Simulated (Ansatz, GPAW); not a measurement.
# butane-1,4-dithiol between two Al chains: relaxation, then transmission at several levels, part 4 of 5

How well does butane-1,4-dithiol between two Al chains conduct once its atoms have relaxed, and how much do cheaper levels lose?

GPAW 26.7.0 and Ansatz 0.2.0; Ansatz plane waves; relaxation of the junction with the lead ends held; PAW set soft_1 (the session's first sound run).

So far, transmission at the Fermi level (one spin): step 3 (plane waves, PBE) 3.5e-4; step 4 (double-zeta polarised basis, PBE, GPAW) 3.1e-4; step 5 (GPAW, szp: basis = "szp(dzp)", PBE, GPAW) 3.1e-4; step 6 (minimal basis, PBE, GPAW) 2.5e-4. Also open channels of the lead at the Fermi level (one spin): 2 in steps 3, 4 and 5.

## (7) revPBE in the dzp basis: xc = "revPBE"

Level of this step: GPAW LCAO, PAW setups; Landauer transmission from Green's functions with principal layers (ASE), zero bias (GPAW).

Back in the dzp basis, the functional changes from PBE to revPBE, to set the spread between functionals beside that between bases.

run.py

```python
import json
import numpy as np
from ase import Atoms
from ase.transport.calculators import TransportCalculator
from gpaw import GPAW, FermiDirac
from gpaw.lcao.tools import get_lcao_hamiltonian
from scipy.linalg import eigh

# The junction with lead layers at both ends, along the third cell vector
device = Atoms(
    ['Al', 'Al', 'Al', 'Al', 'Al', 'Al', 'Al', 'S', 'H', 'C', 'H', 'H', 'C', 'H', 'H', 'C', 'H', 'H', 'C', 'H', 'S', 'Al', 'Al', 'Al', 'Al', 'Al', 'Al', 'Al'],
    positions=[
        [5.47599, 4.68554, 1.20000],
        [5.47599, 4.68554, 3.60000],
        [5.47599, 4.68554, 6.00000],
        [5.47599, 4.68554, 8.40000],
        [5.47599, 4.68554, 10.80000],
        [5.45813, 2.83274, 12.51798],
        [5.40921, 3.99480, 14.81525],
        [4.99787, 3.25362, 16.86978],
        [5.98768, 5.31860, 17.73617],
        [5.16792, 4.66372, 18.05831],
        [6.35839, 3.53268, 19.45757],
        [4.23509, 5.24136, 18.03168],
        [5.42826, 4.12157, 19.46404],
        [4.62037, 3.42418, 19.73595],
        [6.33093, 5.94014, 20.23584],
        [5.52307, 5.24276, 20.50782],
        [6.71587, 4.12310, 21.94080],
        [4.59294, 5.83166, 20.51406],
        [5.78327, 4.70110, 21.91378],
        [4.96324, 4.04677, 22.23637],
        [5.95416, 6.11205, 23.10115],
        [5.53650, 5.37681, 25.15662],
        [5.48094, 6.54180, 27.45183],
        [5.47599, 4.68554, 29.16570],
        [5.47599, 4.68554, 31.56570],
        [5.47599, 4.68554, 33.96570],
        [5.47599, 4.68554, 36.36570],
        [5.47599, 4.68554, 38.76570]],
    cell=[[10.95199, 0.0, 0.0], [0.0, 9.37109, 0.0], [0.0, 0.0, 39.9657]],
    pbc=True)

# One principal layer of the lead: the first 4 atoms of the device
lead = Atoms(
    ['Al', 'Al', 'Al', 'Al'],
    positions=[
        [5.47599, 4.68554, 1.20000],
        [5.47599, 4.68554, 3.60000],
        [5.47599, 4.68554, 6.00000],
        [5.47599, 4.68554, 8.40000]],
    cell=[[10.95199, 0.0, 0.0], [0.0, 9.37109, 0.0], [0.0, 0.0, 9.6]],
    pbc=True)

settings = dict(mode='lcao', basis='dzp', xc='revPBE', h=0.2,
                occupations=FermiDirac(0.1), maxiter=250,
                mixer=dict(beta=0.1, nmaxold=8, weight=100.0),
                convergence=dict(density=0.0001))
energies = np.arange(-2, 2 + 1e-9, 0.025)
eta = 0.0001
n1, n2 = 1, 1
# k and -k transmit alike, so half of the mesh across the current serves
mesh = [(i, j) for i in range(n1) for j in range(n2) if (i, j) <= (-i % n1, -j % n2)]
weights = np.array([1 if (i, j) == (-i % n1, -j % n2) else 2 for i, j in mesh]) / (n1 * n2)


def ground_state(atoms, size, txt):
    atoms.calc = GPAW(kpts={'size': size, 'gamma': True}, symmetry={'tolerance': 1e-3}, txt=txt, **settings)
    atoms.get_potential_energy()
    return atoms.calc.get_fermi_level()


def blocks(atoms, fermi, points, nz, cells):
    """H - E_F S and S between cell 0 and the cells above it, at each point across the current."""
    kz = np.arange(nz) / nz
    calc = atoms.calc.fixed_density(kpts=[(*k, z) for k in points for z in kz], symmetry='off', txt=None)
    H, S = get_lcao_hamiltonian(calc)
    H = (H - fermi * S).reshape(len(H), len(points), nz, *S.shape[1:])
    S = S.reshape(H.shape[1:])
    phases = [np.exp(-2j * np.pi * kz * R) / nz for R in cells]
    return [(np.einsum('skzij,z->ksij', H, p), np.einsum('kzij,z->kij', S, p)) for p in phases]


def pair(a, b):
    return np.block([[a, b], [b.T.conj(), a]])


def count_channels(h, s, cells, nk=240):
    """Half the number of times that the lead's bands cross each energy, unfolded to its shortest repeat."""
    b = len(h) // cells
    bands = []
    for k in (np.arange(nk + 1) + 0.5) / nk:
        hk, sk = h[:b, :b].copy(), s[:b, :b].copy()
        for R in range(1, cells):
            phase, block = np.exp(2j * np.pi * k * R), slice(R * b, (R + 1) * b)
            hk += h[:b, block] * phase + (h[:b, block] * phase).T.conj()
            sk += s[:b, block] * phase + (s[:b, block] * phase).T.conj()
        w, u = eigh(sk)
        x = u[:, w > 1e-5] / w[w > 1e-5]**0.5  # drop near-dependent combinations
        bands.append(np.r_[eigh(x.T.conj() @ hk @ x, eigvals_only=True), [1e9] * (w <= 1e-5).sum()])
    below = np.array(bands)[:, :, None] < energies
    return (below[1:] != below[:-1]).sum((0, 1)) / 2


fermi_lead = ground_state(lead, (1, 1, 12), 'lead.txt')
fermi_device = ground_state(device, (1, 1, 2), 'device.txt')
T, channels, eigen, tail, misfit, shifts = [], [], [], 0.0, 0.0, []
for first in range(0, len(mesh), 141):
    points = [(i / n1, j / n2) for i, j in mesh[first:first + 141]]
    (H0k, S0k), (H1k, S1k), (H2k, _) = blocks(lead, fermi_lead, points, 5, range(3))
    [(Hk, Sk)] = blocks(device, fermi_device, points, 2, [0])
    tail = max(tail, abs(H2k).max())
    for H0, S0, H1, S1, H, S in zip(H0k, S0k, H1k, S1k, Hk, Sk):
        n = len(S0)
        # Shift the lead onto the potential of the device's first layer
        shift = ((H[:, 0, 0] - H0[:, 0, 0]) / S0[0, 0]).real.mean()
        shifts.append(shift)
        misfit = max(misfit, abs(H[:, :n, :n] - H0 - shift * S0).max())
        Tk, Ck, Ek = [], [], []
        for s in range(len(H)):
            t = s % len(H0)  # a lead without moments serves both spins
            h1, s1 = pair(H0[t] + shift * S0, H1[t] + shift * S1), pair(S0, S1)
            leads = dict(h1=h1, s1=s1, energies=energies, eta=eta, eta1=eta, eta2=eta)
            calc = TransportCalculator(h=H[s], s=S, eigenchannels=3, **leads)
            Tk.append(calc.get_transmission())
            Ek.append(np.sort(calc.eigenchannels_ne, axis=0)[::-1])
            Ck.append(count_channels(h1, s1, 8))
        T.append(Tk)
        channels.append(Ck)
        eigen.append(Ek)
T, channels = np.array(T), np.array(channels)
mean, open_channels = np.einsum('kse,k->se', T, weights), np.einsum('kse,k->se', channels, weights)

print(f'basis functions: device {len(S)}, principal layer {n}')
print(f'Fermi level: lead {fermi_lead:.4f} eV, device {fermi_device:.4f} eV; lead shifted by {np.mean(shifts):.4f} eV')
print(f'largest coupling past the next layer {tail:.2e} eV, largest misfit of the first layer {misfit:.3f} eV')
print('  E-E_F (eV)   ' + 'T (one spin)  channels')
for e, t, c in zip(energies, mean.T, open_channels.T):
    print(f'{e:10.3f}  ', *[f'{x:11.4e}' for x in t], *[f'{x:9.4f}' for x in c])

kT = 8.617333e-5 * 300
fine = np.linspace(energies[0], energies[-1], 4001)
both = np.exp(np.interp(fine, energies, np.log(np.maximum(mean.sum(0) * 2 / len(mean), 1e-30))))
fermi = lambda mu: 1 / (1 + np.exp(np.clip((fine - mu) / kT, -200, 200)))
slope = fermi(0) * (1 - fermi(0)) / kT
G = np.trapezoid(both * slope, fine) / 2
seebeck = -np.trapezoid(both * slope * fine, fine) / (2 * G * 300) * 1e6
print(f'conductance at 300 K: {G:.5g} G0 a cell; thermopower {seebeck:.4g} uV/K')
bias = [0.1, 0.2, 0.5, 1.0, 1.5, 2.0]
current = [38.74 * np.trapezoid(both * (fermi(V / 2) - fermi(-V / 2)), fine) for V in bias]
for V, I in zip(bias, current):
    print(f'current from the zero-bias T(E) at {V} V: {I:.5g} uA')
zero = abs(energies).argmin()
json.dump(dict(energies=energies.tolist(), T=mean.tolist(), channels=open_channels.tolist(), G=G, seebeck=seebeck,
               bias=bias, current=current, tail=tail, misfit=misfit, shift=np.mean(shifts), n_device=len(S), n_lead=n,
               fermi=[fermi_lead, fermi_device], energy=device.get_potential_energy(),
               moments=device.get_magnetic_moments().tolist(), mesh=mesh, weights=weights.tolist(),
               T_k=T[:, :, zero].tolist(), eigen=np.array(eigen[0]).tolist()), open('result.json', 'w'))
```

The run is started by

```
> OMP_NUM_THREADS=1 OPENBLAS_NUM_THREADS=1 python run.py
```

Numbers of over 12 decimals in the logs are rounded to 6 here.

Log:

```text
basis functions: device 300, principal layer 52
Fermi level: lead -3.2997 eV, device -3.0086 eV; lead shifted by 0.0170 eV
largest coupling past the next layer 1.29e-15 eV, largest misfit of the first layer 0.056 eV
  E-E_F (eV)   T (one spin)  channels
    -2.000    4.5867e-03    1.0000
    -1.975    5.0857e-03    1.0000
    -1.950    5.6261e-03    1.0000
[...]
1.975    2.9180e-03    3.0000
     2.000    3.1957e-03    3.0000
conductance at 300 K: 0.00027985 G0 a cell; thermopower -21.9 uV/K
current from the zero-bias T(E) at 0.1 V: 0.0021739 uA
current from the zero-bias T(E) at 0.2 V: 0.0043824 uA
current from the zero-bias T(E) at 0.5 V: 0.011675 uA
current from the zero-bias T(E) at 1.0 V: 0.031761 uA
current from the zero-bias T(E) at 1.5 V: 0.075695 uA
current from the zero-bias T(E) at 2.0 V: 0.16881 uA
```

Wall time 2.8 min (1 thread of Intel Xeon Platinum 8375C at 2.90GHz (Ice Lake), shared host); peak memory 1.6 GiB.

Numbers from this step:

| Property | Result |
| --- | --- |
| conductance | 2.80e-4 G₀ |
| thermopower | -21.90 μV/K |
| largest coupling past the next principal layer | 1.29e-15 eV |
| largest misfit of the first principal layer | 0.05633 eV |
| shift that aligns the lead | 0.01702 eV |
| basis functions of the junction | 300 |
| basis functions of a principal layer | 52 |
| transmission at the Fermi level (one spin) | 2.78e-4 |

One spin. Table of transmission, zone mean by energy, zero at the Fermi level:

```
energy (eV)  transmission, zone mean
     -2.000                  0.00459
     -1.800                   0.0113
     -1.600                   0.0662
     -1.475                    0.270
     -1.400                   0.0649
     -1.200                  1.1e-11
     -1.000                        0
     -0.800                   6.9e-9
     -0.600                        0
     -0.400                  1.5e-12
     -0.200                   1.1e-4
      0.000                   2.8e-4
      0.200                   5.2e-4
      0.400                  0.00107
      0.600                  0.00204
      0.800                  0.00369
      1.000                  0.00684
      1.200                   0.0128
      1.400                   0.0108
      1.600                  0.00245
      1.800                  0.00176
      2.000                  0.00320
```

The conductance, 2.8e-4 G₀, lies 9.4 % below that of the dzp run.

## (8) The structure as built: geometry = "as built"

The dzp basis with PBE on the structure as first built shows what the relaxation was worth.

Changes to run.py since step 7:

```diff
@@ -17,20 +17,20 @@
         [5.47599, 4.68554, 10.80000],
-        [5.45813, 2.83274, 12.51798],
-        [5.40921, 3.99480, 14.81525],
-        [4.99787, 3.25362, 16.86978],
-        [5.98768, 5.31860, 17.73617],
-        [5.16792, 4.66372, 18.05831],
-        [6.35839, 3.53268, 19.45757],
-        [4.23509, 5.24136, 18.03168],
-        [5.42826, 4.12157, 19.46404],
-        [4.62037, 3.42418, 19.73595],
-        [6.33093, 5.94014, 20.23584],
-        [5.52307, 5.24276, 20.50782],
-        [6.71587, 4.12310, 21.94080],
-        [4.59294, 5.83166, 20.51406],
-        [5.78327, 4.70110, 21.91378],
-        [4.96324, 4.04677, 22.23637],
-        [5.95416, 6.11205, 23.10115],
-        [5.53650, 5.37681, 25.15662],
-        [5.48094, 6.54180, 27.45183],
+        [5.47599, 4.68554, 13.20000],
+        [5.47599, 4.68554, 15.60000],
+        [3.97025, 3.90267, 16.99994],
+        [4.09678, 5.82554, 18.42904],
+        [4.11929, 4.74474, 18.60117],
+        [6.27712, 4.59757, 18.68172],
+        [3.25001, 4.47990, 19.21146],
+        [5.41144, 4.33685, 19.30373],
+        [5.43141, 3.25001, 19.45448],
+        [5.52059, 6.12109, 20.51122],
+        [5.54056, 5.03425, 20.66197],
+        [7.70199, 4.89119, 20.75425],
+        [4.67487, 4.77353, 21.28398],
+        [6.83270, 4.62635, 21.36453],
+        [6.85522, 3.54556, 21.53666],
+        [6.98174, 5.46843, 22.96576],
+        [5.47599, 4.68554, 24.36570],
+        [5.47599, 4.68554, 26.76570],
         [5.47599, 4.68554, 29.16570],
@@ -54,3 +54,3 @@
 
-settings = dict(mode='lcao', basis='dzp', xc='revPBE', h=0.2,
+settings = dict(mode='lcao', basis='dzp', xc='PBE', h=0.2,
                 occupations=FermiDirac(0.1), maxiter=250,
```

Log:

```text
basis functions: device 300, principal layer 52
Fermi level: lead -3.3501 eV, device -3.1366 eV; lead shifted by 0.0003 eV
largest coupling past the next layer 1.42e-15 eV, largest misfit of the first layer 0.013 eV
  E-E_F (eV)   T (one spin)  channels
    -2.000    8.4390e-05    1.0000
    -1.975    6.3678e-05    1.0000
    -1.950    4.8511e-05    1.0000
[...]
1.975    4.1443e-03    3.0000
     2.000    4.2361e-03    3.0000
conductance at 300 K: 0.056679 G0 a cell; thermopower 23.96 uV/K
current from the zero-bias T(E) at 0.1 V: 0.43586 uA
current from the zero-bias T(E) at 0.2 V: 0.8512 uA
current from the zero-bias T(E) at 0.5 V: 1.7652 uA
current from the zero-bias T(E) at 1.0 V: 2.0904 uA
current from the zero-bias T(E) at 1.5 V: 2.1027 uA
current from the zero-bias T(E) at 2.0 V: 2.1074 uA
```

Elapsed: 2.5 min, on 1 thread; peak memory 1.6 GiB.

Numbers from this step:

```
conductance                                    : 0.05668 G₀
thermopower                                    : 23.96 μV/K
largest coupling past the next principal layer : 1.42e-15 eV
largest misfit of the first principal layer    : 0.01270 eV
shift that aligns the lead                     : 2.67e-4 eV
transmission at the Fermi level (one spin)     : 0.05784
```

One spin. Transmission, zone mean against energy, zero at the Fermi level:

```
energy (eV)  transmission, zone mean
     -2.000                   8.4e-5
     -1.900                   2.9e-5
     -1.800                   1.2e-5
     -1.700                   4.8e-6
     -1.600                   1.7e-6
     -1.500                   3.8e-7
     -1.400                   1.0e-8
     -1.300                   2.6e-9
     -1.200                        0
     -1.100                        0
     -1.000                        0
     -0.900                        0
     -0.800                        0
     -0.700                        0
     -0.600                        0
     -0.500                        0
     -0.400                   3.2e-8
     -0.300                   0.0220
     -0.200                   0.0528
     -0.100                   0.0708
      0.000                   0.0578
      0.100                   0.0349
      0.200                   0.0181
      0.300                  0.00858
      0.400                  0.00379
      0.500                  0.00155
      0.600                   5.8e-4
      0.700                   1.8e-4
      0.800                   5.0e-5
      0.900                   7.8e-5
      1.000                   8.1e-4
      1.100                  0.00128
      1.200                  0.00166
      1.300                  0.00199
      1.400                  0.00230
      1.500                  0.00260
      1.600                  0.00291
      1.700                  0.00321
      1.800                  0.00354
      1.900                  0.00388
      2.000                  0.00424
```

The conductance, 0.0567 G₀, lies a factor of 183 above that of the dzp run.

## (9) The ladder

Times are wall times on the hardware named with each run. The series side by side:

```
no.         run  conductance (G₀)     time  memory (GiB)
  1      pw PBE           3.54e-4  2.3 min           3.8
  2         dzp           3.09e-4    3 min           1.6
  3         szp           3.15e-4  2.3 min           1.6
  4          sz           2.51e-4  1.8 min           1.5
  5  dzp revPBE           2.80e-4  2.8 min           1.6
  6     asbuilt           0.05668  2.5 min           1.6
```

## (10) The levels side by side

The curves are compared point by point over the common energies.

This step: comparison of transmission and cost over codes, levels and geometry; PAW set soft_1 (GPAW 26.7.0).

Ladder, by row:

```
      step    code  T at the Fermi level (sum over the listed spins)  conductance (G0)  r.m.s. T(E) from the first  wall time (s)  peak memory (GiB)  threads
    pw-pbe  Ansatz                                           3.50e-4           3.54e-4                           0          137.1              3.819        4
       dzp    GPAW                                           3.07e-4           3.09e-4                     0.00427          179.8               1.64        1
       szp    GPAW                                           3.14e-4           3.15e-4                     0.03072          136.1               1.61        1
        sz    GPAW                                           2.52e-4           2.51e-4                     0.04492          105.5               1.47        1
dzp-revPBE    GPAW                                           2.78e-4           2.80e-4                    0.004556          168.6               1.64        1
   asbuilt    GPAW                                           0.05784           0.05668                     0.04835          147.9               1.64        1
```

Transmission, zone mean, sum over the listed spins against energy, zero at the Fermi level:

```
energy (eV)   pw-pbe      dzp      szp       sz  dzp-revPBE  asbuilt
     -2.000  0.00526  0.00449  0.00478  0.00558     0.00459   8.4e-5
     -1.800   0.0126   0.0116   0.0157   0.0253      0.0113   1.2e-5
     -1.725   0.0206   0.0193   0.0301   0.0716      0.0186   6.0e-6
     -1.600   0.0707   0.0701    0.124   3.0e-9      0.0662   1.7e-6
     -1.550    0.137    0.141    0.180  2.3e-10       0.132   8.9e-7
     -1.475    0.280    0.279   0.0758  1.9e-11       0.270   2.2e-7
     -1.400   0.0899   0.0650  0.00479  3.3e-12      0.0649   1.0e-8
     -1.200        0  1.3e-11  2.8e-12  1.9e-13     1.1e-11  5.0e-15
     -1.000        0  4.0e-14  1.1e-13  9.1e-14     2.9e-14  2.1e-15
     -0.800        0   1.3e-8  5.7e-12  2.5e-14      6.9e-9  2.3e-15
     -0.600        0  1.4e-13  2.4e-14  2.1e-15     1.2e-13  6.0e-15
     -0.400        0  1.4e-12  6.2e-14  5.5e-12     1.5e-12   3.2e-8
     -0.200   1.4e-4   1.2e-4   1.2e-4   1.1e-4      1.1e-4   0.0528
      0.000   3.5e-4   3.1e-4   3.1e-4   2.5e-4      2.8e-4   0.0578
      0.200   6.9e-4   5.8e-4   5.8e-4   3.7e-4      5.2e-4   0.0181
      0.400  0.00142  0.00119  0.00130   7.4e-4     0.00107  0.00379
      0.600  0.00273  0.00230  0.00277  0.00153     0.00204   5.8e-4
      0.800  0.00516  0.00416  0.00556  0.00247     0.00369   5.0e-5
      1.000  0.00996  0.00740  0.00929  0.00366     0.00684   8.1e-4
      1.200   0.0161   0.0138   0.0176  0.00592      0.0128  0.00166
      1.400  0.00362   0.0111   0.0192  0.00739      0.0108  0.00230
      1.600  0.00142  0.00261  0.00753  0.00429     0.00245  0.00291
      1.800  0.00269  0.00200  0.00531  0.00269     0.00176  0.00354
      2.000  0.00642  0.00368  0.00953  0.00349     0.00320  0.00424
```

(Continued in part 5 of 5.)

[Logs are printed without paths, hosts, clocks, repeated set-up lines and the standing remarks that a program may print on its own settings, such as how far it seeks lower states.]

[Hosts, paths, dates, database ids (printed as entryN), source tags and the programs' standing remarks are cut or masked in the printed files.]
